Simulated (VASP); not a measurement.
# Band-edge properties of BiSb (Fm-3m), part 2 of 3

Wanted: where the band edges of BiSb lie, how heavy the carriers are and how strain moves the gap. The cell is generated by rule, not measured, and may not be a known phase.

VASP 6.6.1, plane waves and PAW; the level of theory is named at each step.

So far. Step 3 (Bands on a dense mesh): At 2.5 GPa the cell is away from the equilibrium volume of this level: left free, it would expand.

The structure was built from a prototype and need not be the compound's stable phase.

### Step 4. Bands with spin-orbit coupling

This step: PBE, spin-orbit coupling; plane waves and PAW (Sb, Bi_d); invented cell (VASP 6.6.1).

Spin-orbit coupling can split and shift the band edges, more so for heavy elements, so the bands are solved again with spinors.

File INCAR:

```
SYSTEM = BiSb
PREC = Accurate
ENCUT = 400
EDIFF = 1E-06
NELM = 100
ISMEAR = 0
SIGMA = 0.02
LREAL = .FALSE.
ALGO = Normal
GGA = PE
LNONCOLLINEAR = .TRUE.
MAGMOM = 0 0 0 0 0 0
NBANDS = 32
GGA_COMPAT = .FALSE.
LASPH = .TRUE.
LSORBIT = .TRUE.
LORBIT = 11
LWAVE = .FALSE.
LCHARG = .FALSE.
KPAR = 4
ISIF = 2
```

File POSCAR:

```
BiSb
1.0
    0.0000000000      3.1500000000      3.1500000000
    3.1500000000      0.0000000000      3.1500000000
    3.1500000000      3.1500000000      0.0000000000
Sb Bi
1 1
Direct
    0.0000000000      0.0000000000      0.0000000000
    0.5000000000      0.5000000000      0.5000000000
```

File KPOINTS:

```
Automatic mesh
0
Gamma
8 8 8
0 0 0
```

File KPOINTS_OPT:

```
Line mode
16
Line-mode
Reciprocal
  0.00000000   0.00000000   0.00000000 GAMMA
  0.50000000   0.00000000   0.50000000 X

  0.50000000   0.00000000   0.50000000 X
  0.50000000   0.25000000   0.75000000 W

  0.50000000   0.25000000   0.75000000 W
  0.37500000   0.37500000   0.75000000 K

  0.37500000   0.37500000   0.75000000 K
  0.00000000   0.00000000   0.00000000 GAMMA

  0.00000000   0.00000000   0.00000000 GAMMA
  0.50000000   0.50000000   0.50000000 L

  0.50000000   0.50000000   0.50000000 L
  0.62500000   0.25000000   0.62500000 U

  0.62500000   0.25000000   0.62500000 U
  0.50000000   0.25000000   0.75000000 W

  0.50000000   0.25000000   0.75000000 W
  0.50000000   0.50000000   0.50000000 L

  0.50000000   0.50000000   0.50000000 L
  0.37500000   0.37500000   0.75000000 K

  0.62500000   0.25000000   0.62500000 U
  0.50000000   0.00000000   0.50000000 X
```

The projector-augmented-wave data sets are Sb and Bi_d (PBE family, release 64).

Launch:

```sh
> mpirun -np 4 vasp_ncl
```

Log:

```text
[... set-up lines as in an earlier step ...]
 entering main loop
       N       E                     dE             d eps       ncg     rms          rms(c)
DAV:   1     0.175511323276E+03    0.17551E+03   -0.80610E+03  1872   0.105E+03
DAV:   2     0.787913638945E+01   -0.16763E+03   -0.16295E+03  1984   0.328E+02
DAV:   3    -0.815220936295E+01   -0.16031E+02   -0.15803E+02  2352   0.117E+02
DAV:   4    -0.873743732380E+01   -0.58523E+00   -0.58386E+00  2224   0.250E+01
DAV:   5    -0.876001326742E+01   -0.22576E-01   -0.22574E-01  2664   0.450E+00    0.231E+00
DAV:   6    -0.875250057668E+01    0.75127E-02   -0.32469E-02  2536   0.134E+00    0.136E+00
DAV:   7    -0.875392009388E+01   -0.14195E-02   -0.74584E-03  2488   0.482E-01    0.888E-01
DAV:   8    -0.875466004748E+01   -0.73995E-03   -0.72098E-04  2584   0.192E-01    0.212E-01
DAV:   9    -0.875485964426E+01   -0.19960E-03   -0.28956E-04  2144   0.149E-01    0.329E-02
DAV:  10    -0.875486234469E+01   -0.27004E-05   -0.23677E-05  2184   0.416E-02    0.148E-02
DAV:  11    -0.875486456513E+01   -0.22204E-05   -0.83328E-06  1832   0.169E-02    0.791E-03
DAV:  12    -0.875486504164E+01   -0.47651E-06   -0.67154E-07  1584   0.927E-03
   1 F= -.87548650E+01 E0= -.87546871E+01  d E =-.355849E-03  mag=     0.0000    -0.0000    -0.0000
 Start KPOINTS_OPT (optional k-point list driver)
k-point batch [1-29\160]
       N       E                     dE             ncg
DAV:   1     0.133887411915E+04   -0.98858E+04     1856
DAV:   2    -0.361862941667E+04   -0.49575E+04     1960
DAV:   3    -0.408713788209E+04   -0.46851E+03     2456
DAV:   4    -0.410260127544E+04   -0.15463E+02     2264
DAV:   5    -0.410319124668E+04   -0.58997E+00     2640
DAV:   6    -0.410320821696E+04   -0.16970E-01     2552
DAV:   7    -0.410320854688E+04   -0.32992E-03     2648
DAV:   8    -0.410320855396E+04   -0.70826E-05     2400
DAV:   9    -0.410320855412E+04   -0.16243E-06     1440
[...]
k-point batch [146-160\160]
       N       E                     dE             ncg
DAV:   1     0.764375456436E+04   -0.77259E+04      960
DAV:   2     0.507882377400E+04   -0.25649E+04      960
DAV:   3     0.484741153738E+04   -0.23141E+03     1280
DAV:   4     0.483990683088E+04   -0.75047E+01     1232
DAV:   5     0.483967746429E+04   -0.22937E+00     1344
DAV:   6     0.483966915979E+04   -0.83045E-02     1360
DAV:   7     0.483966904454E+04   -0.11525E-03     1368
DAV:   8     0.483966904084E+04   -0.36978E-05     1240
DAV:   9     0.483966904076E+04   -0.78027E-07      824
```

Wall time 63 s (4 MPI ranks of Intel Xeon 6975P-C (Granite Rapids), shared host); peak memory 1.3 GiB.

Parts of OUTCAR (step 4):

```text
The static configuration has the point symmetry O_h .

 Found     29 irreducible k-points:

   k-points           NKPTS =     29   k-points in BZ     NKDIM =     29   number of bands    NBANDS=     32

   NELECT =      20.0000    total number of electrons

 E-fermi :   6.9809

 k-point     1 :       0.0000    0.0000    0.0000
  band No.  band energies     occupation
    ...
     16       4.6091      1.00000
     17       6.0708      1.00000
     18       6.0708      1.00000
     19       6.0708      1.00000
     20       6.0708      1.00000
     21       9.2546      0.00000
     22       9.2546      0.00000
     23      11.0301      0.00000
     24      11.0301      0.00000
     25      11.0301      0.00000
    ...

 k-point     2 :       0.1250    0.0000    0.0000
  band No.  band energies     occupation
    ...
     16       4.7695      1.00000
     17       6.1079      1.00000
     18       6.1079      1.00000
     19       6.2322      1.00000
     20       6.2322      1.00000
     21       8.7817      0.00000
     22       8.7817      0.00000
     23      10.2886      0.00000
     24      10.2886      0.00000
     25      10.3266      0.00000
    ...

  Total        1.1986166      1.1986166      1.1986166      0.0000000     -0.0000000      0.0000000
  in kB       30.7205665     30.7205665     30.7205665      0.0000000     -0.0000000      0.0000000
  external PRESSURE =      30.7205665 kB  Pullay stress =       0.0000000 kB

 POSITION                                       TOTAL-FORCE (eV/Angst)
 -----------------------------------------------------------------------------------
      0.00000      0.00000      0.00000        -0.000000     -0.000000     -0.000000
      3.15000      3.15000      3.15000         0.000000      0.000000      0.000000
 -----------------------------------------------------------------------------------
    total drift:                                0.000000      0.000000      0.000000

  FREE ENERGIE OF THE ION-ELECTRON SYSTEM (eV)
  ---------------------------------------------------
  free  energy   TOTEN  =        -8.7548650416 eV

  energy  without entropy=       -8.7545091922  energy(sigma->0) =       -8.75468712

 Spin-Orbit-Coupling matrix elements
 Ion:    1  E_soc:     -0.1553898
 Ion:    2  E_soc:     -1.5851736

 total charge
# of ion       s       p       d       tot
------------------------------------------
    1        1.205   1.177   0.027   2.409
    2        1.542   1.302   9.933  12.777
--------------------------------------------------
tot          2.747   2.478   9.960  15.185

 magnetization (x)
# of ion       s       p       d       tot
------------------------------------------
    1       -0.000  -0.000   0.000  -0.000
    2        0.000   0.000  -0.000   0.000
--------------------------------------------------
tot          0.000  -0.000  -0.000   0.000

 magnetization (y)
# of ion       s       p       d       tot
------------------------------------------
    1        0.000  -0.000   0.000   0.000
    2       -0.000   0.000  -0.000  -0.000
--------------------------------------------------
tot          0.000  -0.000  -0.000  -0.000

 magnetization (z)
# of ion       s       p       d       tot
------------------------------------------
    1       -0.000   0.000   0.000  -0.000
    2        0.000  -0.000   0.000   0.000
--------------------------------------------------
tot          0.000  -0.000   0.000   0.000

[... 7 parts as in an earlier step ...]

[... 5 further parts left out ...]
```

LASPH is on here and off in the session's scalar semilocal runs, so a comparison with those holds both changes.

This step gave:

| Item | Value |
| --- | --- |
| bands | 32 |
| irreducible k-points | 29 |
| free energy (TOTEN) | -8.755 eV |
| energy at zero smearing | -8.755 eV |
| Fermi energy | 6.981 eV |
| pressure | 3.072 GPa |

The spin moment in the PAW sphere vanishes on all atoms.

On-site spin-orbit energy by atom:

| atom | on-site spin-orbit energy (eV) |
| --- | --- |
| Sb1 | -0.16 |
| Bi2 | -1.59 |

Electronic bands along the path, in eV, zero at the Fermi level; # counts the bands kept, so #1 is VASP's band 13:

| point | #5 | #6 | #7 | #8 | #9 | #10 | #11 | #12 |
| --- | --- | --- | --- | --- | --- | --- | --- | --- |
| Γ | -0.91 | -0.91 | -0.91 | -0.91 | 2.27 | 2.27 | 4.05 | 4.05 |
| 0.47 of the way | -1.96 | -1.96 | -1.40 | -1.40 | 2.05 | 2.05 | 3.53 | 3.53 |
| X | -3.66 | -3.66 | -2.87 | -2.87 | 2.61 | 2.61 | 4.59 | 4.59 |
| 0.53 of the way | -3.80 | -3.80 | -1.95 | -1.95 | 3.01 | 3.01 | 3.54 | 3.54 |
| W | -4.31 | -4.31 | 0.19 | 0.19 | 0.47 | 0.47 | 5.36 | 5.36 |
| 0.53 of the way | -3.74 | -3.74 | -1.21 | -1.21 | 1.92 | 1.92 | 4.50 | 4.50 |
| K | -2.96 | -2.96 | -2.22 | -2.22 | 3.01 | 3.01 | 4.05 | 4.05 |
| 0.53 of the way | -0.37 | -0.37 | 0.00 | 0.00 | 0.30 | 0.30 | 1.07 | 1.07 |
| Γ | -0.91 | -0.91 | -0.91 | -0.91 | 2.27 | 2.27 | 4.05 | 4.05 |
| 0.53 of the way | -0.70 | -0.70 | -0.42 | -0.42 | 0.73 | 0.73 | 1.98 | 1.98 |
| L | -0.57 | -0.57 | -0.04 | -0.04 | 0.01 | 0.01 | 0.45 | 0.45 |
| 0.47 of the way | -1.94 | -1.94 | -1.22 | -1.22 | 1.27 | 1.27 | 2.19 | 2.19 |
| U | -2.96 | -2.96 | -2.22 | -2.22 | 3.01 | 3.01 | 4.05 | 4.05 |
| 0.47 of the way | -3.74 | -3.74 | -1.21 | -1.21 | 1.92 | 1.92 | 4.50 | 4.50 |
| W | -4.31 | -4.31 | 0.19 | 0.19 | 0.47 | 0.47 | 5.36 | 5.36 |
| 0.53 of the way | -2.87 | -2.87 | -0.04 | -0.04 | 0.16 | 0.16 | 3.36 | 3.36 |
| L | -0.57 | -0.57 | -0.04 | -0.04 | 0.01 | 0.01 | 0.45 | 0.45 |
| 0.53 of the way | -2.11 | -2.11 | -1.38 | -1.38 | 1.52 | 1.52 | 2.47 | 2.47 |
| K | -2.96 | -2.96 | -2.22 | -2.22 | 3.01 | 3.01 | 4.05 | 4.05 |
| jump to U | -2.96 | -2.96 | -2.22 | -2.22 | 3.01 | 3.01 | 4.05 | 4.05 |
| 0.47 of the way | -3.44 | -3.44 | -2.67 | -2.67 | 3.11 | 3.11 | 4.03 | 4.03 |
| X | -3.66 | -3.66 | -2.87 | -2.87 | 2.61 | 2.61 | 4.59 | 4.59 |

Of the projections kept (Sb, Bi), the largest for each band there; the rest of the weight can lie on other orbitals:

| point | #5 | #6 | #7 | #8 | #9 | #10 | #11 | #12 |
| --- | --- | --- | --- | --- | --- | --- | --- | --- |
| Γ | Sb 0.53 | Sb 0.53 | Sb 0.53 | Sb 0.53 | Sb 0.53 | Sb 0.53 | Bi 0.65 | Bi 0.65 |
| X | Bi 0.56 | Bi 0.56 | Bi 0.52 | Bi 0.52 | Bi 0.56 | Bi 0.56 | Bi 0.52 | Bi 0.52 |
| W | Bi 0.51 | Bi 0.51 | Sb 0.82 | Sb 0.82 | Bi 0.82 | Bi 0.82 | Sb 0.78 | Sb 0.78 |
| K | Bi 0.54 | Bi 0.54 | Sb 0.50 | Sb 0.50 | Bi 0.51 | Bi 0.51 | Sb 0.60 | Sb 0.60 |
| Γ | Sb 0.53 | Sb 0.53 | Sb 0.53 | Sb 0.53 | Sb 0.53 | Sb 0.53 | Bi 0.65 | Bi 0.65 |
| L | Sb 0.85 | Sb 0.85 | Sb 0.90 | Sb 0.90 | Sb 0.64 | Sb 0.64 | Bi 0.93 | Bi 0.93 |

### Step 5. Orbitals for bands with HSE06, ENCUT 400

This step: PBE; plane waves and PAW (Sb, Bi_d); invented cell (VASP 6.6.1).

The hybrid starts from PBE orbitals, which saves many expensive cycles.

File INCAR:

```
SYSTEM = BiSb
PREC = Accurate
ENCUT = 400
EDIFF = 1E-05
NELM = 100
ISMEAR = 0
SIGMA = 0.02
LREAL = .FALSE.
ALGO = Normal
GGA = PE
NBANDS = 16
LORBIT = 11
LWAVE = .TRUE.
LCHARG = .FALSE.
KPAR = 4
```

POSCAR is that of step 4.

File KPOINTS:

```
Automatic mesh
0
Gamma
4 4 4
0 0 0
```

Launch:

```sh
> mpirun -np 4 vasp_std
```

Log:

```text
[... set-up lines as in an earlier step ...]
 entering main loop
       N       E                     dE             d eps       ncg     rms          rms(c)
DAV:   1     0.136929912706E+03    0.13693E+03   -0.82982E+03   256   0.101E+03
DAV:   2    -0.105984703315E+00   -0.13704E+03   -0.13546E+03   304   0.298E+02
DAV:   3    -0.775831796985E+01   -0.76523E+01   -0.76457E+01   328   0.791E+01
DAV:   4    -0.794587895918E+01   -0.18756E+00   -0.18754E+00   360   0.145E+01
DAV:   5    -0.795394132753E+01   -0.80624E-02   -0.80623E-02   312   0.250E+00    0.203E+00
DAV:   6    -0.793652182078E+01    0.17420E-01   -0.68599E-02   368   0.196E+00    0.115E+00
DAV:   7    -0.793923879727E+01   -0.27170E-02   -0.12653E-02   344   0.809E-01    0.540E-01
DAV:   8    -0.794049546857E+01   -0.12567E-02   -0.60874E-03   328   0.479E-01    0.154E-01
DAV:   9    -0.793992043310E+01    0.57504E-03   -0.22556E-03   344   0.312E-01    0.393E-02
DAV:  10    -0.793993702282E+01   -0.16590E-04   -0.17168E-04   368   0.114E-01    0.266E-02
DAV:  11    -0.793993381694E+01    0.32059E-05   -0.27262E-05   304   0.290E-02
   1 F= -.79399338E+01 E0= -.79393785E+01  d E =-.111065E-02
 writing wavefunctions
```

It took 2.8 s on 4 MPI ranks; peak memory 0.59 GiB.

OUTCAR, selected parts (step 5):

```text
   k-points           NKPTS =      8   k-points in BZ     NKDIM =      8   number of bands    NBANDS=     16

   NELECT =      20.0000    total number of electrons

 E-fermi :   6.8529

 k-point     1 :       0.0000    0.0000    0.0000
  band No.  band energies     occupation
    ...
      6      -5.8622      2.00000
      7       1.3329      2.00000
      8       5.6260      2.00000
      9       5.6260      2.00000
     10       5.6260      2.00000
     11      10.4454      0.00000
     12      10.4454      0.00000
     13      10.4454      0.00000
     14      12.2728      0.00000
     15      12.2728      0.00000
    ...

  Total        0.7237690      0.7237690      0.7237690     -0.0000000     -0.0000000      0.0000000
  in kB       18.5502124     18.5502124     18.5502124     -0.0000000     -0.0000000      0.0000000
  external PRESSURE =      18.5502124 kB  Pullay stress =       0.0000000 kB

 POSITION                                       TOTAL-FORCE (eV/Angst)
 -----------------------------------------------------------------------------------
      0.00000      0.00000      0.00000         0.000000      0.000000     -0.000000
      3.15000      3.15000      3.15000        -0.000000     -0.000000      0.000000
 -----------------------------------------------------------------------------------
    total drift:                                0.000000      0.000000      0.000000

  FREE ENERGIE OF THE ION-ELECTRON SYSTEM (eV)
  ---------------------------------------------------
  free  energy   TOTEN  =        -7.9399338169 eV

  energy  without entropy=       -7.9388231643  energy(sigma->0) =       -7.93937849

[... 6 parts as in an earlier step ...]

[... 10 further parts left out ...]
```

This step gave:

```yaml
scf_cycles: 11
bands: 16
irreducible_k_points: 8
free_energy_toten: -7.940 eV
energy_at_zero_smearing: -7.939 eV
fermi_energy: 6.853 eV
pressure: 1.855 GPa
```

The run ends at a pressure of 1.86 GPa.

### Step 6. Bands with HSE06, ENCUT 400

This step: HSE06; plane waves and PAW (Sb, Bi_d); invented cell (VASP 6.6.1).

A quarter of screened exact exchange corrects much of the semilocal gap error; its cost forces a coarser mesh.

File INCAR:

```
SYSTEM = BiSb
PREC = Accurate
ENCUT = 400
EDIFF = 1E-06
NELM = 100
ISMEAR = 0
SIGMA = 0.02
LREAL = .FALSE.
ALGO = Normal
LHFCALC = .TRUE.
AEXX = 0.25
GGA = PE
HFSCREEN = 0.2
LASPH = .TRUE.
NBANDS = 16
PRECFOCK = Fast
LORBIT = 11
LWAVE = .FALSE.
LCHARG = .FALSE.
KPAR = 4
ISIF = 2
```

POSCAR is that of step 5.

KPOINTS is that of step 5.

Edit KPOINTS_OPT of step 4 so:

```diff
@@ -1,3 +1,3 @@
 Line mode
-16
+8
 Line-mode
```

The run starts from files that an earlier step left in the folder.

Launch:

```sh
> mpirun -np 4 vasp_std
```

Log:

```text
[banner, memory and clock lines left out]
running    4 mpi-ranks, on    1 nodes
[...]
LDA part: xc-table for (Slater+PW92), standard interpolation
 found WAVECAR, reading the header
 POSCAR, INCAR and KPOINTS ok, starting setup
[...]
reading WAVECAR
 the WAVECAR file was read successfully
 initial charge from wavefunction
 entering main loop
       N       E                     dE             d eps       ncg     rms          rms(c)
DAV:   1    -0.956849796046E+01   -0.95685E+01   -0.17803E+00   256   0.907E+00    0.150E+01
DAV:   2    -0.957870719233E+01   -0.10209E-01   -0.44402E-02   336   0.143E+00    0.957E+00
DAV:   3    -0.957837944839E+01    0.32774E-03   -0.17381E-03   312   0.209E-01    0.588E+00
DAV:   4    -0.957814245485E+01    0.23699E-03   -0.23898E-04   312   0.954E-02    0.349E+00
DAV:   5    -0.957806267643E+01    0.79778E-04   -0.95664E-05   336   0.513E-02    0.207E+00
DAV:   6    -0.957804759160E+01    0.15085E-04   -0.34697E-05   320   0.302E-02    0.123E+00
DAV:   7    -0.957804841781E+01   -0.82621E-06   -0.90830E-06   304   0.190E-02
   1 F= -.95780484E+01 E0= -.95776958E+01  d E =-.705250E-03
 Start KPOINTS_OPT (optional k-point list driver)
k-point batch [1-8\80]
       N       E                     dE             ncg
DAV:   1     0.791553929700E+02   -0.22620E+04      256
DAV:   2    -0.126876043454E+04   -0.13479E+04      272
DAV:   3    -0.136306887378E+04   -0.94308E+02      352
DAV:   4    -0.136585337893E+04   -0.27845E+01      344
DAV:   5    -0.136594559549E+04   -0.92217E-01      352
DAV:   6    -0.136595054649E+04   -0.49510E-02      368
DAV:   7    -0.136595060587E+04   -0.59379E-04      328
DAV:   8    -0.136595060651E+04   -0.63845E-06      256
k-point batch [9-16\80]
|                     _     ____    _    _    _____     _                     |
|                    | |   |  _ \  | |  | |  / ____|   | |                    |
|                    | |   | |_) | | |  | | | |  __    | |                    |
|                    |_|   |  _ <  | |  | | | | |_ |   |_|                    |
|                     _    | |_) | | |__| | | |__| |    _                     |
|                    (_)   |____/   \____/   \_____|   (_)                    |
|                                                                             |
|                                                                             |
|     internal error in CHECK_GEN_LAYOUT: G-vectors changed at ik:16 old:     |
|     1144 new: 1143                                                          |
|                                                                             |
|     If you are not a developer, you should not encounter this problem.      |
|     Please submit a bug report.                                             |
|                                                                             |

|                     _     ____    _    _    _____     _                     |
|                    | |   |  _ \  | |  | |  / ____|   | |                    |
|                    | |   | |_) | | |  | | | |  __    | |                    |
|                    |_|   |  _ <  | |  | | | | |_ |   |_|                    |
|                     _    | |_) | | |__| | | |__| |    _                     |
|                    (_)   |____/   \____/   \_____|   (_)                    |
|                                                                             |
|                                                                             |
|     internal error in CHECK_GEN_LAYOUT: G-vectors changed at ik:16 old:     |
|     1144 new: 1143                                                          |
|                                                                             |
|     If you are not a developer, you should not encounter this problem.      |
|     Please submit a bug report.                                             |
|                                                                             |

|                     _     ____    _    _    _____     _                     |
|                    | |   |  _ \  | |  | |  / ____|   | |                    |
|                    | |   | |_) | | |  | | | |  __    | |                    |
|                    |_|   |  _ <  | |  | | | | |_ |   |_|                    |
|                     _    | |_) | | |__| | | |__| |    _                     |
|                    (_)   |____/   \____/   \_____|   (_)                    |
|                                                                             |
|                                                                             |
|     internal error in CHECK_GEN_LAYOUT: G-vectors changed at ik:16 old:     |
|     1144 new: 1143                                                          |
|                                                                             |
|     If you are not a developer, you should not encounter this problem.      |
|     Please submit a bug report.                                             |
|                                                                             |

|                     _     ____    _    _    _____     _                     |
|                    | |   |  _ \  | |  | |  / ____|   | |                    |
|                    | |   | |_) | | |  | | | |  __    | |                    |
|                    |_|   |  _ <  | |  | | | | |_ |   |_|                    |
|                     _    | |_) | | |__| | | |__| |    _                     |
|                    (_)   |____/   \____/   \_____|   (_)                    |
|                                                                             |
|                                                                             |
|     internal error in CHECK_GEN_LAYOUT: G-vectors changed at ik:16 old:     |
|     1144 new: 1143                                                          |
|                                                                             |
|     If you are not a developer, you should not encounter this problem.      |
|     Please submit a bug report.                                             |
|                                                                             |

1
1
1
1
```

The job ended after 41 s (4 MPI ranks).

The run ended with an error.

VASP's message: “internal error in CHECK_GEN_LAYOUT: G-vectors changed at ik:16 old: 1144 new: 1143”. No number of this run is used.

[end of part 2 of 3]

[Lines on the potential files, build, host, timing and source positions are cut from VASP's logs without a mark.]

[Logs are printed without paths, hosts, clocks, repeated set-up lines and the standing remarks that a program may print on its own settings, such as how far it seeks lower states.]

[Hosts, paths, dates, database ids (printed as entryN), source tags and the programs' standing remarks are cut or masked in the printed files.]

[In band tables of VASP the shares of atoms and orbitals are scaled to a sum of 1 inside the atoms' spheres.]

[Gaps and slopes under strain along one axis are those of the sampled path and mesh points; where strain splits equal valleys, another of them can be the edge.]
